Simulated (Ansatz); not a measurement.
# Se: the cost of one run

Program: Ansatz 0.2.0. Level of theory: DFT PBE, scalar-relativistic. These are calculated values, not measurements.

## 1. Starting point

Symmetry: P3_121, No. 152, trigonal system. The conventional cell has a = 4.366 Å, b = 4.366 Å, c = 4.954 Å, α = 90.00°, β = 90.00°, γ = 120.00°. Around Se (site symmetry 2) lie 2 Se at 2.37 Å.

Coordinates:

```
CELL_PARAMETERS angstrom
4.36620 0.00000 0.00000
-2.18310 3.78124 0.00000
0.00000 0.00000 4.95360
ATOMIC_POSITIONS crystal
Se 0.22540 0.00000 0.33333
Se 0.00000 0.22540 0.66667
Se 0.77460 0.77460 0.00000
```

Atoms are numbered in the order of the input: Se1, Se2, Se3.

## 2. The deformed structure

Space group P3_121 before, P1 after.

## 3. Full-potential LAPW

input.yaml reads:

```yaml
crystal:
  lattice:
    - [4.3661999489, 0.0218309997, 0.0218309997]
    - [-2.1641937741, 3.7703245739, 0.0079907005]
    - [0.024768, 0.024768, 4.9536]
  atoms:
    - { symbol: Se, position: [0.2254, 0.0, 0.3333333333] }
    - { symbol: Se, position: [0.0, 0.2254, 0.6666666667] }
    - { symbol: Se, position: [0.7746, 0.7746, 0.0] }
kpoints:
  mp_grid: { grid: [6, 6, 5] }
  band_path:
    path:
      - [0.0, 0.0, 0.0]
      - [0.0, -0.5, 0.0]
      - [0.0, 0.0, 0.5]
      - [0.0, 0.0, 0.0]
      - [-0.5, 0.0, 0.0]
      - [-0.5, 0.5, -0.5]
      - [0.0, 0.0, 0.0]
      - [-0.5, 0.0, -0.5]
      - [-0.5, 0.5, 0.0]
    npoints: 5
scf:
  occupations: { method: fermi_dirac, width: 0.03 }
hamiltonian:
  xc: pbe
  pseudopotentials: { kind: all_electron, lapw: { basis_error: 0.001 } }
output:
  forces: true
  stress: true
  eigenvalues: true
```

The run is started by

```console
ansatz run input.yaml --threads 1 --pin off --max-ram 4096MiB --backend cpu --events-out ev --progress --plain --runs-dir out
```

**Question.** How long does this run take on 1 thread of Intel Xeon Platinum 8488C (Sapphire Rapids), shared host, and how much memory does it need?

About 2 min, with a peak of 0.65 GiB.
